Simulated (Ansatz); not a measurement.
# What settings do to one calculation: an added O started as a split pair with an O atom in rocksalt CaO, 17 atoms, charge −2

Ansatz (PAW, plane waves), atoms fixed. The base input:

```yaml
crystal:
  lattice:
    - [9.535200, 0.000000, 0.000000]
    - [0.000000, 4.767600, 0.000000]
    - [0.000000, 0.000000, 4.767600]
  atoms:
    - { symbol: O, position: [0.250532, 0.005152, 0.987867] }
    - { symbol: O, position: [0.746957, 0.014792, 0.006284] }
    - { symbol: O, position: [0.002288, 0.499587, 0.008968] }
    - { symbol: O, position: [0.445664, 0.388863, 0.005304] }
    - { symbol: O, position: [0.998583, 0.006712, 0.502594] }
    - { symbol: O, position: [0.496442, 0.994707, 0.499379] }
    - { symbol: O, position: [0.254197, 0.500649, 0.503799] }
    - { symbol: O, position: [0.753132, 0.507417, 0.499903] }
    - { symbol: O, position: [0.555225, 0.598715, 0.001751] }
    - { symbol: Ca, position: [0.000660, 0.015773, 0.994191] }
    - { symbol: Ca, position: [0.499417, 0.009700, 0.007820] }
    - { symbol: Ca, position: [0.251309, 0.515237, 0.000057] }
    - { symbol: Ca, position: [0.748955, 0.514699, 0.005341] }
    - { symbol: Ca, position: [0.244585, 0.997464, 0.490067] }
    - { symbol: Ca, position: [0.753697, 0.010536, 0.490287] }
    - { symbol: Ca, position: [0.002327, 0.492648, 0.495280] }
    - { symbol: Ca, position: [0.499070, 0.492058, 0.505553] }
kpoints:
  mp_grid: { grid: [2, 2, 2], shift: [0.5, 0.5, 0.5] }
hamiltonian:
  xc: pbesol
total_charge: -2
scf:
  occupations: { method: fermi_dirac, width: 0.01 }
output:
  forces: true
  eigenvalues: true
  populations: true
  charged_corrections: { epsilon: 11.9 }
```

Command:

```sh
ansatz run in.yaml --threads 7 --pin off --max-ram 13300MiB --runs-dir r --events-out ev --progress --plain
```

It converged in 10 iterations and 1.7 s of wall time on 7 threads of a Neoverse-V2 processor, on a host shared with other runs; peak host memory 0.77 GiB; largest force component 4.76 eV/Å. The cutoff was the default, 420 eV. The base isn't a converged reference: it has few k points, and its atoms are unrelaxed. Each run below changes the keys shown and caps the iterations.

| run | changed | ending | iterations | free energy less the base (meV per atom) | rms change of forces (eV/Å) | change of pressure (GPa) | wall time (s, shared host) |
| --- | --- | --- | --- | --- | --- | --- | --- |
| 1 | dispersion d3bj, max_iter 90, k points the single k point (½, ½, ½) | converged | 19 | other zero | 3.059 | – | 0.7 CPU |
| 2 | occupations cold, ecutrho_ratio 8, max_iter 60 | converged | 10 | 0.5 | 0.029 | – | 1.5 CPU |
| 3 | ecutrho_ratio 2, max_iter 80 | converged | 10 | -3.0 | 0.008 | – | 1.6 CPU |
| 4 | ecutwfc 400 eV, dispersion d3bjatm, max_iter 60 | converged | 10 | other zero | 0.002 | – | 1.5 CPU |
| 5 | xc_grid 3 (2 is the default), width 2.0 eV, max_iter 50 | converged | 9 | -1736.3 | 0.359 | – | 3.3 CPU |
| 6 | mixing algorithm anderson, max_iter 80, total_charge -3 | converged | 16 | other zero | 0.158 | – | 1.8 CPU |

«Other zero»: another functional, charge or dispersion term moves the zero of energy, so the difference says nothing of accuracy.

Question: Which changes leave the result alone, and which of the same physical model moves the forces most?

Answer: None leaves the forces within 0.002 eV/Å. Run 5 (xc_grid 3 (2 is the default), width 2.0 eV, max_iter 50) moves them most among the runs with the same functional, charge and dispersion term, by 0.359 eV/Å.
